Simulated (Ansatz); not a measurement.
## Rh: enthalpy under pressure, worked through

Level of theory: DFT r2SCAN, scalar-relativistic, plane waves, PAW in Ansatz. (500 eV cutoff, 18×18×10 k-mesh, Gaussian smearing of 0.10 eV, no spin polarisation)

Starting point, cell and atoms relaxed:

```
Rh
1.0
     2.70364    0.00000    0.00000
    -1.35182    2.34142    0.00000
     0.00000    0.00000    4.34862
Rh
2
Direct
  0.66667 0.33333 0.75000
  0.33333 0.66667 0.25000
```

Cell and atoms were relaxed at each target pressure within the start's symmetry (P6_3/mmc), at zero temperature; other phases can be more stable under pressure. H = E + PV with P the target; E is the free energy at the smearing used, whose derivative the pressure is, per atom and counted from zero pressure.

```csv
P (GPa),V (Å³/atom),E − E0 (meV),H − H0 (meV)
0,13.764,0.0,0.0
1,13.716,0.1,85.8
4,13.576,2.3,341.2
12,13.240,18.8,1010.5
25,12.783,70.9,2065.5
50,12.101,227.7,4004.3
90,11.316,565.2,6921.8
```

Thermodynamics gives dH/dP = V along a relaxed path. Integrate V over P by the trapezoid rule and compare with the computed enthalpies.

With 1 eV/Å³ = 160.22 GPa, each step adds the mean volume times ΔP / 160.22:
| P (GPa) | ∫V dP (meV) | H − H0 (meV) | difference (meV) |
| --- | --- | --- | --- |
| 1 | 85.8 | 85.8 | 0.0 |
| 4 | 341.3 | 341.2 | 0.0 |
| 12 | 1010.8 | 1010.5 | 0.3 |
| 25 | 2066.5 | 2065.5 | 1.0 |
| 50 | 4008.0 | 4004.3 | 3.7 |
| 90 | 6931.2 | 6921.8 | 9.4 |

V(P) curves upward, so the trapezoid rule runs high; integrating a smooth curve through the same points (P as a polynomial of degree 4 in ln V) puts that excess at about 9.2 meV at 90 GPa, against the 9.4 meV found.

At 90 GPa, how much of the enthalpy change is stored energy and how much is the PV term?

E rises by 565 meV/atom and PV is 90 × 11.316 / 160.22 = 6357 meV/atom, so PV makes 92 % of ΔH. So between rival structures at high pressure a small difference in volume can outweigh the difference in energy: 1 % of this volume is worth 63.6 meV/atom at this pressure.

What bulk modulus do the lowest pressures give?

From the pressures that the runs reached, -1.02 GPa (13.814 Å³) and 0.98 GPa (13.716 Å³), B = −ΔP/Δln V = 2.00 / 0.0072 = 280 GPa, a mean over that range.

This form isn't the element's structure at ambient conditions.